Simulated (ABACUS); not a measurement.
TePb:

```xyz
2
Lattice="0.0000 3.2310 3.2310 3.2310 0.0000 3.2310 3.2310 3.2310 0.0000" Properties=species:S:1:pos:R:3 pbc="T T T"
Pb    0.0000    0.0000    0.0000
Te    3.2310    3.2310    3.2310
```

```yaml
Program: ABACUS 3.10.1
Task: relaxation of cell and atoms
Functional: TPSS
Potentials_or_basis: SG15 ONCV 1.2 PBE
Cutoff: 1306 eV
Density_cutoff: 5225 eV
Basis: plane waves
k_mesh: 4 × 4 × 4
Occupations: fermi-dirac, width 0.05 eV
Spin: no spin polarisation
```

At the start: pressure 1.3 GPa; volume 33.73 Å³/atom.

**Question.** Where does the relaxation end?

**Answer.** Over 3 steps the energy falls by 4.2 meV/atom and the volume is 34.77 Å³/atom (+3.1 %); space group Fm-3m (No. 225, to 0.05 Å).

Step by step:
```
step  energy change (eV)  largest force (eV/Å)  pressure (GPa)  volume (Å³)
   1              0.0000                0.0000            1.33        67.46
   2             -0.0073                0.0000           -0.45        70.34
   3             -0.0084                0.0000            0.00        69.54
```

Final structure:
```yaml
crystal:
  lattice:
    - [0.00000, 3.26386, 3.26386]
    - [3.26386, 0.00000, 3.26386]
    - [3.26386, 3.26386, 0.00000]
  atoms:
    - { symbol: Pb, position: [0.00000, 0.00000, 0.00000] }
    - { symbol: Te, position: [0.50000, 0.50000, 0.50000] }
```

Caveat: the k mesh is coarse (spacing up to 0.42 Å⁻¹), so the values aren't converged; the potentials were made for another functional, which shifts forces and pressure.
